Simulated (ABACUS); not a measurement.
Runs of ABACUS 3.10.1 on Ge. It takes space group I4/mmm (No. 139, tetragonal). Conventional cell: a = 3.217 Å, b = 3.217 Å, c = 3.746 Å, α = 90.00°, β = 90.00°, γ = 90.00°. Around Ge (site symmetry 4/mmm) lie 12 Ge at 2.95 to 3.22 Å. The cell was built by a generator and needn't be a form met in nature.

```tsv
level	gap on the mesh (eV)	pressure (GPa)
revPBE	none	(b)
PBEsol	none	-3.1
TPSS	none	-0.4
LDA	none	-6.6
r2SCAN	none	(a)
SOGGA	none	-4.2
PBE	none	0.9
```

Alike in all rows: task single point; potentials or basis SG15 ONCV 1.2 PBE, plane waves; no spin polarisation; cell as given; k mesh 12 × 12 × 12; cutoff (eV) 1075; smearing fermi-dirac 0.05 eV.

Estimate the missing entries.

(a) -2.8; (b) 3.0.

Caveats: the potentials were made for another functional, which shifts forces and pressure (some runs).

A k mesh can miss the band edges, and the runs leave out spin-orbit coupling on Ge.

A gap of «none» marks a metal or a gap under the smearing width.
